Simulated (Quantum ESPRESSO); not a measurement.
Runs of Quantum ESPRESSO 7.5 on CaO. Symmetry: Fm-3m, No. 225, cubic system. The conventional cell has a = 4.807 Å, b = 4.807 Å, c = 4.807 Å, α = 90.00°, β = 90.00°, γ = 90.00°. Ca (site symmetry m-3m) has 6 O at 2.40 Å as nearest neighbours. O (site symmetry m-3m) has 6 Ca at 2.40 Å as nearest neighbours. The cell is a database's computed one.

```csv
task,level,potentials or basis,k mesh,cutoff (eV),smearing,form of the LDA correlation,SCF threshold,q mesh for exact exchange,cutoff for exact exchange,symmetry,mesh quality,gap on the mesh (eV),pressure (GPa)
band structure,LDA,JTH 2.0 LDA,10 × 10 × 10,612,fermi-dirac 0.05 eV,PW92,4e-10 Ry,-,-,-,not flagged,3.48,-7.1
band structure,RPBE,SG15 PBE 1.2,10 × 10 × 10,1197,fermi-dirac 0.05 eV,-,4e-10 Ry,-,-,-,not flagged,3.76,5.0
single point,r2SCAN0,SG15 PBE 1.2,5 × 5 × 5,1197,fixed,-,1e-07 Ry,5 × 5 × 5,2394.6 eV,off,coarse,6.65,-
band structure,optB88-vdW,SG15 PBE 1.2,10 × 10 × 10,1197,fermi-dirac 0.05 eV,-,4e-10 Ry,-,-,-,not flagged,3.69,-0.6
band structure,SCAN,SG15 PBE 1.2,8 × 8 × 8,1197,fermi-dirac 0.05 eV,-,1e-08 Ry,-,-,off,not flagged,4.25,(a)
band structure,PBE,SG15 PBE 1.2,10 × 10 × 10,1197,fermi-dirac 0.05 eV,-,4e-10 Ry,-,-,-,not flagged,3.65,1.5
band structure,LDA,GBRV 1.5 LDA,10 × 10 × 10,612,fermi-dirac 0.05 eV,PZ81,4e-10 Ry,-,-,-,not flagged,3.49,-6.9
band structure,PBEsol,SG15 PBE 1.2,10 × 10 × 10,1197,fermi-dirac 0.05 eV,-,4e-10 Ry,-,-,-,not flagged,3.55,(b)
band structure,LDA,PseudoDojo 0.4.1 SR LDA standard,10 × 10 × 10,1143,fermi-dirac 0.05 eV,PW92,4e-10 Ry,-,-,-,not flagged,3.49,-7.3
band structure,LDA,PseudoDojo 0.4.1 SR LDA stringent,10 × 10 × 10,1252,fermi-dirac 0.05 eV,PW92,4e-10 Ry,-,-,-,not flagged,3.49,-7.2
band structure,BLYP,SG15 PBE 1.2,10 × 10 × 10,1197,fermi-dirac 0.05 eV,-,4e-10 Ry,-,-,-,not flagged,3.76,4.2
band structure,LDA,SG15 PBE 1.2,10 × 10 × 10,1197,fermi-dirac 0.05 eV,PZ81,4e-10 Ry,-,-,-,not flagged,3.47,-5.9
```

Alike in all rows: no spin polarisation; cell as given.

Estimate the missing entries.

(a) -1.5; (b) -2.4.

Caveats: some runs use coarse meshes; the potentials were made for another functional, which shifts forces and pressure (some runs); the cutoff is low for these files, which shifts pressure and relaxed volume (some runs); this program's forces and stress for hybrids aren't reliable and aren't listed (some runs); an odd mesh through Γ misses points on the zone boundary, where band edges often lie (some runs).
